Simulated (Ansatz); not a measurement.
## PtSe2 (Sudovikovite): equation of state with LDA

PtSe2 (Sudovikovite):

```
CELL_PARAMETERS angstrom
3.72400 0.00000 0.00000
-1.86200 3.22508 0.00000
0.00000 0.00000 5.06200
ATOMIC_POSITIONS crystal
Pt 0.00000 0.00000 0.00000
Se 0.66667 0.33333 0.75000
Se 0.33333 0.66667 0.25000
```

```
Program             : Ansatz 0.2.0
Task                : equation of state
Functional          : LDA
Potentials or basis : all-electron LAPW, scalar-relativistic
Basis error allowed : 0.002 eV/atom
k mesh              : 8 × 8 × 5
Occupations         : fermi-dirac, width 0.05 eV
Spin                : no spin polarisation
```

* Equilibrium volume: 20.20 Å³/atom
* Bulk modulus at fixed shape and positions: 135 GPa
* Pressure derivative of the bulk modulus: 4.9

Energy against volume, from the lowest point:
```csv
volume (Å³/atom),energy (meV/atom)
19.049,30.64
19.455,12.22
19.860,2.33
20.265,0.00
20.671,4.39
21.076,14.77
21.481,30.45
```

All runs of the series together: 2.2 min on 2 threads of Intel(R) Xeon(R) Platinum 8259CL CPU @ 2.50GHz (Skylake/Cascade Lake), on a shared host.

Caveat: the cell was scaled at fixed shape and fractional positions, which overstates the stiffness of a crystal with free parameters, most of all of layers and chains. Spin-orbit coupling is left out, which matters for the levels of Pt.
